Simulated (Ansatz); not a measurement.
Input of an Ansatz 0.2.0 run:

The input input.yaml:

```yaml
crystal:
  lattice:
    - [4.5245153345, 0.0, 0.0]
    - [-2.2622576673, 3.9183452194, 0.0]
    - [0.0, 0.0, 6.653222]
  atoms:
    - { symbol: W, position: [0.5, 0.0, 0.5] }
    - { symbol: W, position: [0.5, 0.5, 0.8333333333] }
    - { symbol: W, position: [0.0, 0.5, 0.1666666667] }
    - { symbol: Si, position: [0.327252, 0.163626, 0.1666666667] }
    - { symbol: Si, position: [0.836374, 0.163626, 0.8333333333] }
    - { symbol: Si, position: [0.163626, 0.327252, 0.5] }
    - { symbol: Si, position: [0.672748, 0.836374, 0.1666666667] }
    - { symbol: Si, position: [0.163626, 0.836374, 0.8333333333] }
    - { symbol: Si, position: [0.836374, 0.672748, 0.5] }
hamiltonian:
  xc: pbe
  pseudopotentials: { kind: paw }
kpoints:
  mp_grid: { grid: [5, 5, 3] }
scf:
  occupations: { method: fermi_dirac, width: 0.05 }
output:
  forces: true
  stress: true
  eigenvalues: true
relax:
  f_tol: 0.01
  max_steps: 40
```

Potentials or basis: Ansatz PAW.

The run is started by

```bash
$ ansatz run input.yaml --threads 4 --pin off --max-ram 11264MiB --backend cpu --events-out ev --progress --plain --runs-dir out
```

(1) Estimate the band gap on the k mesh.

(2) Predict the energy gained by relaxing.

## Answers

(1) 0.55 eV, indirect (least direct gap 1.10 eV).

(2) 0.0 meV/atom.

Caveat: odd divisions of the mesh miss points on the zone boundary, where band edges often lie, so the gap on the mesh can be too wide; spin-orbit coupling is left out, which moves the levels of the heavy elements.
